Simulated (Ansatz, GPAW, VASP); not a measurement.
**TiTe: programs and potentials compared**

```
CELL_PARAMETERS angstrom
0.00000 3.05007 3.05007
3.05007 0.00000 3.05007
3.05007 3.05007 0.00000
ATOMIC_POSITIONS crystal
Ti 0.50000 0.50000 0.50000
Te 0.00000 0.00000 0.00000
```

The cell comes from a database or a generator and needn't be the stable form of this composition.

Alike in all runs: task single point; functional r2SCAN; k mesh 8 × 8 × 8; occupations fermi-dirac, width 0.05 eV; no spin polarisation; hubbard terms Ti d U = 2 eV; no spin-orbit coupling. A missing gap at this level doesn't show that the real crystal is a metal. Pressure is positive in compression and, in plane waves, holds the error of the finite cutoff, which Ansatz's Pulay term estimates and takes out.

```tsv
program and potentials	plane-wave cutoff (eV)	notes	band gap (eV)	pressure (GPa)
Ansatz, Ansatz PAW	500	potentials made for PBE, which Ansatz adapts in part; 14 valence electrons an atom on average; Pulay term of +0.05 GPa included	no gap	-9.70
VASP, PBE PAW files Te, Ti_sv, 520 eV	520	potentials made for PBE; 9 valence electrons an atom on average	-	-10.42
GPAW, GPAW PAW data sets (gpaw-data 1.2.1)	600	potentials made for PBE; 9 valence electrons an atom on average	no gap	-10.86
```

None finds a gap. The pressure spans -10.86 (GPAW, GPAW PAW data sets (gpaw-data 1.2.1)) to -9.70 GPa (Ansatz, Ansatz PAW). The cell lies far from this level's equilibrium.

Differences between rows come from potentials, basis sets and numerical settings, since the functional is the same but for its coding. Runs on potential files found faulty are left out.
